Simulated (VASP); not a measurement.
# SrTiO3 (Tausonite) (Pm-3m) in VASP: further runs

The runs below take SrTiO3 (Tausonite) through relaxation of cell and atoms, with PBEsol.

Everything below comes from runs of VASP 6.6.1. Logs are shortened: lines on timing, memory, paths and dates and some standing lists are left out, and cuts for length are marked.

## Step 1: Starting point

It takes space group Pm-3m (No. 221, cubic). The conventional cell has a = 3.905 Å, b = 3.905 Å, c = 3.905 Å, α = 90.00°, β = 90.00°, γ = 90.00°. Sr (site symmetry m-3m) is surrounded by 12 O at 2.76 Å. Ti (site symmetry m-3m) has 6 O at 1.95 Å as nearest neighbours. O (site symmetry 4/mmm) has 2 Ti at 1.95 Å as nearest neighbours.

## Step 2: Relaxation of cell and atoms, PBEsol

File INCAR:

```
SYSTEM = SrTiO3
ALGO = Normal
EDIFF = 1E-6
EDIFFG = -0.01
ENCUT = 600
GGA = PS
IBRION = 2
ISIF = 3
ISMEAR = 0
LASPH = .TRUE.
LCHARG = .FALSE.
LREAL = .FALSE.
LWAVE = .FALSE.
NELM = 80
NSW = 90
PREC = Accurate
SIGMA = 0.03
```

File KPOINTS:

```
k-points
0
G
  8 8 8
  0 0 0
```

File POSCAR:

```
SrTiO3
1.0
    3.9052800000      0.0000000000      0.0000000000
    0.0000000000      3.9052800000      0.0000000000
    0.0000000000      0.0000000000      3.9052800000
Sr Ti O
1 1 3
Direct
    0.5000000000      0.5000000000      0.5000000000
    0.0000000000      0.0000000000      0.0000000000
    0.5000000000      0.0000000000      0.0000000000
    0.0000000000      0.5000000000      0.0000000000
    0.0000000000      0.0000000000      0.5000000000
```

Potentials or basis: VASP PAW PBE potentials, release 64 (Sr_sv, Ti_sv, O).

Run with:

```bash
> cat potpaw_PBE.64/Sr_sv/POTCAR potpaw_PBE.64/Ti_sv/POTCAR potpaw_PBE.64/O/POTCAR > POTCAR
> mpirun -np 1 vasp_std > vasp.out
```

OUTCAR:

```text
SYSTEM = SrTiO3
   EDIFF = 1E-6
   EDIFFG = -0.01
   ENCUT = 600
   GGA = PS
   IBRION = 2
   ISIF = 3
   ISMEAR = 0
   LASPH = .TRUE.
   LREAL = .FALSE.
   NELM = 80
   NSW = 90
   PREC = Accurate

 ion  position               nearest neighbor table
   1  0.500  0.500  0.500-   3 2.76   4 2.76   5 2.76   3 2.76   4 2.76   3 2.76   5 2.76   3 2.76
                             4 2.76   5 2.76   4 2.76   5 2.76   2 3.38   2 3.38   2 3.38   2 3.38
   2  0.000  0.000  0.000-   3 1.95   4 1.95   5 1.95   5 1.95   4 1.95   3 1.95   1 3.38   1 3.38
                             1 3.38   1 3.38   1 3.38   1 3.38   1 3.38   1 3.38
   3  0.500  0.000  0.000-   2 1.95   2 1.95   1 2.76   1 2.76   1 2.76   1 2.76
   4  0.000  0.500  0.000-   2 1.95   2 1.95   1 2.76   1 2.76   1 2.76   1 2.76
   5  0.000  0.000  0.500-   2 1.95   2 1.95   1 2.76   1 2.76   1 2.76   1 2.76

  LATTYP: Found a simple cubic cell.
 ALAT       =     3.9052800000

  Lattice vectors:

 A1 = (   3.9052800000,   0.0000000000,   0.0000000000)
 A2 = (   0.0000000000,   3.9052800000,   0.0000000000)
 A3 = (   0.0000000000,   0.0000000000,   3.9052800000)

Analysis of symmetry for initial positions (statically):
=====================================================================
 Subroutine PRICEL returns:
 Original cell was already a primitive cell.

 Routine SETGRP: Setting up the symmetry group for a
 simple cubic supercell.

 Subroutine GETGRP returns: Found 48 space group operations
 (whereof 48 operations were pure point group operations)
 out of a pool of 48 trial point group operations.

The static configuration has the point symmetry O_h .

Analysis of symmetry for dynamics (positions and initial velocities):
=====================================================================
 Subroutine PRICEL returns:
 Original cell was already a primitive cell.

 Routine SETGRP: Setting up the symmetry group for a
 simple cubic supercell.

 Subroutine GETGRP returns: Found 48 space group operations
 (whereof 48 operations were pure point group operations)
 out of a pool of 48 trial point group operations.

The dynamic configuration has the point symmetry O_h .

 Subroutine INISYM returns: Found 48 space group operations
 (whereof 48 operations are pure point group operations),
 and found     1 'primitive' translations

----------------------------------------------------------------------------------------
[... 109 lines left out ...]
   PSTRESS=    0.0 pullay stress
   NELECT =      40.0000    total number of electrons
   NUPDOWN=      -1.0000    fix difference up-down
   EMIN   =  10.00;   EMAX   =-10.00  energy-range for DOS
   EFERMI =   0.00;   METHOD = LEGACY
   ISMEAR =     0;   SIGMA  =   0.03  broadening in eV -4-tet -1-fermi 0-gaus
   EFERMI_NEDOS =   21; number of points for ismear=-14 and -15
   IALGO  =     38    algorithm
   IMIX   =      4    mixing-type and parameters
     AMIX     =   0.40;   BMIX     =  1.00
     AMIX_MAG =   1.60;   BMIX_MAG =  1.00
  volume/ion in A,a.u.               =      11.91        80.39
  Fermi-wavevector in a.u.,A,eV,Ry     =   1.433648  2.709203 27.964703  2.055348
  Thomas-Fermi vector in A             =   2.553143
   LORBIT       =      0    0 simple, 1 ext, 2 COOP (PROOUT), +10 PAW based schemes
   GGA     = PS    functional components
   LHFCALC =     F    Hartree Fock is set to
   AEXX    =    0.0000 exact exchange contribution
   IVDW    =     0    specifies the selected vdW correction
   LEPSILON=     F    determine dielectric tensor
   LRPA    =     F    only Hartree local field effects (RPA)
 conjugate gradient relaxation of ions
 non-spin polarized calculation
 Gauss-broadening in eV      SIGMA  =   0.03
  energy-cutoff  :      600.00
  volume of cell :       59.56
 maximum number of plane-waves:      2008
 NGX is ok and might be reduce to    32
   NGX = 15   NGY = 15   NGZ = 15

--------------------------------------- Ionic step        1  -------------------------------------------

 number of electron      39.9999979 magnetization

 Free energy of the ion-electron system (eV)
  ---------------------------------------------------
  ext. energy  EPLUGINS =         0.00000000
  ---------------------------------------------------
  free energy    TOTEN  =       -42.02103690 eV

  energy without entropy =      -42.02103690  energy(sigma->0) =      -42.02103690

------------------------ aborting loop because EDIFF is reached ----------------------------------------

  FORCE on cell =-STRESS in cart. coord.  units (eV):
  Direction    XX          YY          ZZ          XY          YZ          ZX
  --------------------------------------------------------------------------------------
  -------------------------------------------------------------------------------------
  Total       -0.5652723     -0.5652723     -0.5652723      0.0000000     -0.0000000      0.0000000
  in kB      -15.2058877    -15.2058877    -15.2058877      0.0000000     -0.0000000      0.0000000
  external PRESSURE =     -15.2058877 kB  Pullay stress =       0.0000000 kB
[... 65 lines left out ...]
--------------------------------------- Ionic step        3  -------------------------------------------

 number of electron      39.9999982 magnetization

 Free energy of the ion-electron system (eV)
  ---------------------------------------------------
  ext. energy  EPLUGINS =         0.00000000
  ---------------------------------------------------
  free energy    TOTEN  =       -42.02328934 eV

  energy without entropy =      -42.02328934  energy(sigma->0) =      -42.02328934

 E-fermi :   4.2731     XC(G=0): -11.5816

 val. band max:        4.0886735525   @ k =   0.5000   0.5000   0.5000
 cond. band min:       5.9045215546   @ k =   0.0000   0.0000   0.0000
 fundamental gap:      1.8158480021
 Fermi energy:         4.2730660911

 k-point     1 :       0.0000    0.0000    0.0000
  band No.  band energies     occupation
      1     -52.0790      2.00000
      2     -28.5313      2.00000
      3     -28.4467      2.00000
      4     -28.4467      2.00000
      5     -28.4467      2.00000
      6     -13.2996      2.00000
[... 637 lines left out ...]
     23       8.2736      0.00000
     24       9.9450      0.00000

 [... further k-points ...]

------------------------ aborting loop because EDIFF is reached ----------------------------------------

  FORCE on cell =-STRESS in cart. coord.  units (eV):
  Direction    XX          YY          ZZ          XY          YZ          ZX
  --------------------------------------------------------------------------------------
  -------------------------------------------------------------------------------------
  Total       -0.0033623     -0.0033623     -0.0033623      0.0000000      0.0000000     -0.0000000
  in kB       -0.0911817     -0.0911817     -0.0911817      0.0000000      0.0000000     -0.0000000
  external PRESSURE =      -0.0911817 kB  Pullay stress =       0.0000000 kB
[... 20 lines left out ...]
  FREE ENERGIE OF THE ION-ELECTRON SYSTEM (eV)
  ---------------------------------------------------
  free  energy   TOTEN  =       -42.0232893433 eV

  energy  without entropy=      -42.0232893433  energy(sigma->0) =      -42.02328934

 reached required accuracy - stopping structural energy minimisation
```

CONTCAR:

```text
SrTiO3
   1.00000000000000
     3.8947475961503346    0.0000000000000000    0.0000000000000000
     0.0000000000000000    3.8947475961503346   -0.0000000000000000
     0.0000000000000000   -0.0000000000000000    3.8947475961503346
  Sr              Ti              O
     1     1     3
Direct
     0.5000000000000000    0.5000000000000000    0.5000000000000000
     0.0000000000000000    0.0000000000000000    0.0000000000000000
     0.5000000000000000    0.0000000000000000    0.0000000000000000
     0.0000000000000000    0.5000000000000000    0.0000000000000000
     0.0000000000000000    0.0000000000000000    0.5000000000000000

  0.00000000E+00  0.00000000E+00  0.00000000E+00
  0.00000000E+00  0.00000000E+00  0.00000000E+00
  0.00000000E+00  0.00000000E+00  0.00000000E+00
  0.00000000E+00  0.00000000E+00  0.00000000E+00
  0.00000000E+00  0.00000000E+00  0.00000000E+00
```

It took 47 s on 1 thread of Intel Xeon 6975P-C (Granite Rapids), shared host; peak memory 0.23 GiB.

What came out:

```yaml
Free_energy: -42.0233 eV
Relaxed_volume: 11.82 Å³/atom
Relaxed_cell: a = 3.895 Å, b = 3.895 Å, c = 3.895 Å, α = 90.00°, β = 90.00°, γ = 90.00°
Space_group_after_relaxing_to_0.05_Å: Pm-3m (No. 221)
Energy_gained_by_relaxing: 0.5 meV/atom
Ionic_steps: 3
Pressure_after_relaxing: 0.0 GPa
Band_gap_on_the_k_mesh: 1.82 eV, indirect (least direct gap 2.17 eV)
```

Step by step:
```
step  energy change (eV)  largest force (eV/Å)  pressure (GPa)  volume (Å³)
   1              0.0000                0.0000           -1.52        59.56
   2              0.0001                0.0000            1.55        58.59
   3             -0.0023                0.0000           -0.01        59.08
```

Final structure:
```yaml
crystal:
  lattice:
    - [3.89475, 0.00000, 0.00000]
    - [0.00000, 3.89475, 0.00000]
    - [0.00000, 0.00000, 3.89475]
  atoms:
    - { symbol: Sr, position: [0.50000, 0.50000, 0.50000] }
    - { symbol: Ti, position: [0.00000, 0.00000, 0.00000] }
    - { symbol: O, position: [0.50000, 0.00000, 0.00000] }
    - { symbol: O, position: [0.00000, 0.50000, 0.00000] }
    - { symbol: O, position: [0.00000, 0.00000, 0.50000] }
```

Levels at points of the mesh, in eV from the valence-band top:
```csv
k point,band 18,band 19,band 20,band 21,band 22,band 23
"(0.00, 0.00, 0.00)",-0.35,-0.35,-0.35,1.82,1.82,1.82
"(0.50, 0.00, 0.00)",-2.06,-0.74,-0.74,2.00,3.82,3.82
"(0.50, 0.50, 0.00)",-1.60,-1.60,-0.10,3.83,3.83,4.28
"(0.50, 0.50, 0.50)",0.00,0.00,0.00,4.52,4.52,4.52
```

Caveat: the PAW data sets were made with another functional, which shifts forces and pressure a little.

## Step 3: Relaxation of cell and atoms, PBEsol

This run uses another cell than the first one, of 11.82 Å³/atom, 0.992 times its volume.

Changes to INCAR since step 2:

```diff
@@ -2,4 +2,4 @@
 ALGO = Normal
-EDIFF = 1E-6
-EDIFFG = -0.01
+EDIFF = 1E-7
+EDIFFG = -0.005
 ENCUT = 600
```

KPOINTS is that of step 2.

File POSCAR:

```
SrTiO3                                  
1.0
    3.8947475962      0.0000000000      0.0000000000
    0.0000000000      3.8947475962     -0.0000000000
    0.0000000000     -0.0000000000      3.8947475962
  Sr              Ti              O             
     1     1     3
Direct
     0.5000000000000000    0.5000000000000000    0.5000000000000000
     0.0000000000000000    0.0000000000000000    0.0000000000000000
     0.5000000000000000    0.0000000000000000    0.0000000000000000
     0.0000000000000000    0.5000000000000000    0.0000000000000000
     0.0000000000000000    0.0000000000000000    0.5000000000000000
```

Potentials or basis: VASP PAW PBE potentials, release 64 (Sr_sv, Ti_sv, O).

Run with:

```bash
> cat potpaw_PBE.64/Sr_sv/POTCAR potpaw_PBE.64/Ti_sv/POTCAR potpaw_PBE.64/O/POTCAR > POTCAR
> mpirun -np 1 vasp_std > vasp.out
```

It took 23 s on 1 thread of Intel Xeon 6975P-C (Granite Rapids), shared host; peak memory 0.21 GiB.

Results (log left out):

```yaml
Free_energy: -42.0222 eV
Pressure_after_relaxing: 0.0 GPa
Band_gap_on_the_k_mesh: 1.82 eV, indirect (least direct gap 2.17 eV)
```

Final structure:
```cif
data_structure
_symmetry_space_group_name_H-M 'P 1'
_symmetry_Int_Tables_number 1
_cell_length_a 3.8947
_cell_length_b 3.8947
_cell_length_c 3.8947
_cell_angle_alpha 90.000
_cell_angle_beta 90.000
_cell_angle_gamma 90.000
_cell_volume 59.08
loop_
_atom_site_label
_atom_site_type_symbol
_atom_site_fract_x
_atom_site_fract_y
_atom_site_fract_z
_atom_site_occupancy
Sr1 Sr 0.50000 0.50000 0.50000 1
Ti1 Ti 0.00000 0.00000 0.00000 1
O1 O 0.50000 0.00000 0.00000 1
O2 O 0.00000 0.50000 0.00000 1
O3 O 0.00000 0.00000 0.50000 1
```

Levels at points of the mesh, in eV from the valence-band top:
```tsv
k point	band 17	band 18	band 19	band 20	band 21	band 22	band 23	band 24
(0.00, 0.00, 0.00)	-1.20	-0.35	-0.35	-0.35	1.82	1.82	1.82	4.39
(0.50, 0.00, 0.00)	-2.41	-2.06	-0.74	-0.74	2.00	3.82	3.82	4.41
(0.50, 0.50, 0.00)	-1.74	-1.60	-1.60	-0.10	3.83	3.83	4.28	5.38
(0.50, 0.50, 0.50)	-3.80	0.00	0.00	0.00	4.52	4.52	4.52	6.89
```

Caveat: the relaxation stopped at its first step, so nothing moved; the PAW data sets were made with another functional, which shifts forces and pressure a little. A k mesh can miss the band edges.
